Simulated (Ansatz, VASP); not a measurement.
## Two plane-wave programs on V3Si4

File INCAR:

```
SYSTEM = V3Si4
ALGO = Fast
EDIFF = 1E-7
ENCUT = 520
GGA = PE
ISIF = 2
ISMEAR = 0
LASPH = .TRUE.
LCHARG = .FALSE.
LREAL = .FALSE.
LWAVE = .FALSE.
NBANDS = 36
NELM = 80
PREC = Accurate
SIGMA = 0.0128
```

KPOINTS

```
k-points
0
G
  7 7 4
  0 0 0
```

The input POSCAR:

```
V3Si4
1.0
    0.0000000000      3.0962650000      0.0000000000
    5.9429990000     -1.5481330000      0.0000000000
    2.3968130000      0.0000000000     -4.9891100000
V Si
3 4
Direct
    0.7440000000      0.4880000000      0.3030000000
    0.2560000000      0.5120000000      0.6970000000
    0.0000000000      0.0000000000      0.0000000000
    0.1130000000      0.2260000000      0.5470000000
    0.8870000000      0.7740000000      0.4530000000
    0.6400000000      0.2800000000      0.0280000000
    0.3600000000      0.7200000000      0.9720000000
```

Input for Ansatz:

```yaml
crystal:
  lattice:
    - [0.0, 3.096265, 0.0]
    - [5.942999, -1.548133, 0.0]
    - [2.396813, 0.0, -4.98911]
  atoms:
    - { symbol: V, position: [0.744, 0.488, 0.303] }
    - { symbol: V, position: [0.256, 0.512, 0.697] }
    - { symbol: V, position: [0.0, 0.0, 0.0] }
    - { symbol: Si, position: [0.113, 0.226, 0.547] }
    - { symbol: Si, position: [0.887, 0.774, 0.453] }
    - { symbol: Si, position: [0.64, 0.28, 0.028] }
    - { symbol: Si, position: [0.36, 0.72, 0.972] }
  symmetry: { tolerance: 0.0003 }
kpoints:
  mp_grid: { grid: [7, 7, 4], shift: [0, 0, 0] }
  band_path:
    path:
      - [0.0, 0.0, 0.0]
      - [0.54175994, -0.27087997, 0.0]
      - [0.45824006, -0.72912003, 0.0]
      - [0.0, -0.5, 0.0]
      - [0.0, 0.0, 0.0]
      - [0.0, -0.5, -0.5]
      - [0.49707285, -0.74853642, -0.5]
      - [0.50292715, -0.25146358, -0.5]
      - [0.0, 0.0, -0.5]
      - [0.0, 0.0, 0.0]
      - [0.5, -0.5, -0.5]
    npoints: 6
magnetization:
  spin_polarized: false
scf:
  occupations: { method: gaussian, width: 0.0128 }
  lower_state_search: "off"
  max_iter: 200
hamiltonian:
  pseudopotentials: { kind: paw }
  xc: pbe
basis:
  ecutwfc: 420
  fft_grid_basis: typed
output:
  forces: true
  stress: true
  eigenvalues: true
  bader: true
  populations: true
  elf: true
  write_potential: true
  volumetric_format: npy
  dos:
    e_range: [-12, 8]
    de: 0.05
    projected: { site_lists: { Si: [Si], V: [V] } }
checkpoint:
  read: saved_state
```

Alike in both runs: task single point; functional PBE; k mesh 7 × 7 × 4; occupations gaussian, width 0.0128 eV; no spin polarisation.

|  | VASP | Ansatz |
| --- | --- | --- |
| version | VASP 6.6.1 | Ansatz 0.2.0 |
| potentials or method | VASP PAW PBE potentials, release 64 (V_sv, Si) | PAW plane waves |
| plane-wave cutoff (eV) | 520 | 420 |
| valence electrons in the cell | 55 | 55 |

```csv
,VASP,Ansatz,Ansatz less VASP
rms of the force components (eV/Å),1.927,1.922,-0.0051
```

Atom by atom the forces differ by 0.008 eV/Å (rms over components). The functional is the same, so the differences come from potentials, cutoffs and numerics.

Caveats: forces of over 1 eV/Å show positions far from the minimum, so gaps and moduli don't describe the material at rest.
